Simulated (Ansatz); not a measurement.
**Band table of Zr**

```
Zr
1.0
    -1.77380    1.81000    1.81000
     1.81000   -1.77380    1.81000
     1.81000    1.81000   -1.77380
Zr
1
Cartesian
  0.0000 0.0000 0.0000
```

The cell comes from COD entry 9008559, which wasn't checked; take it as a given geometry. The listed cell was then made from it by scaling, straining or moving an atom.

The calculation used Ansatz 0.2.0, DFT, PBE, all-electron LAPW, scalar-relativistic.

Settings: a Γ-centred 14×14×14 k mesh, Fermi–Dirac smearing of 0.08 eV, basis error target 0.5 meV/atom, no spin polarisation.

Path points, in fractions of the reciprocal vectors: Γ (0.000, 0.000, 0.000), L (0.000, 0.000, 0.500), T (-0.500, 0.500, 0.500), P0 (-0.745, 0.255, 0.255), P2 (0.255, 0.255, 0.255), F (-0.500, 0.000, 0.500). Levels in eV from the Fermi level; bands 13 to 16, counted from the lowest band of the run. The gap is zero.

```
# k(1/Å) point b13 b14 b15 b16
0.000 Γ -5.33 0.97 0.97 1.37
0.243 - -5.00 0.78 0.94 1.59
0.486 - -4.15 0.31 0.57 2.45
0.729 - -3.19 -0.18 0.30 3.36
0.972 - -2.76 -0.54 0.84 3.59
1.216 L -2.73 -0.67 1.40 3.61
1.463 - -2.44 -0.33 0.69 2.90
1.711 - -1.85 -0.52 0.67 1.97
1.959 - -1.81 -1.55 2.20 2.42
2.207 - -2.25 -2.22 4.12 4.13
2.455 T -2.45 -2.45 5.22 5.66
2.744 - -2.15 -2.15 2.96 4.95
3.033 - -1.38 -1.38 0.47 4.10
3.321 - -0.97 -0.56 -0.56 3.74
3.610 - -1.20 -0.26 -0.26 3.97
3.899 P0 -0.68 -0.44 -0.44 4.27
4.385 - -1.52 -0.61 0.02 3.36
4.871 - -2.12 -0.42 1.03 1.77
5.357 - -2.11 -0.44 0.70 2.02
5.844 - -1.52 -0.55 -0.18 3.73
6.330 P2 -0.68 -0.44 -0.44 4.27
6.631 - -0.75 -0.66 -0.66 4.24
6.931 - -2.01 -0.54 -0.54 3.93
7.232 - -3.58 0.01 0.01 3.48
7.533 - -4.84 0.69 0.69 1.90
7.834 Γ -5.33 0.97 0.97 1.37
8.082 - -4.99 0.88 1.19 1.31
8.330 - -4.11 0.46 0.74 2.26
8.577 - -3.12 -0.07 0.43 3.16
8.825 - -2.73 -0.46 1.02 3.44
9.073 F -2.72 -0.60 1.65 3.44
```
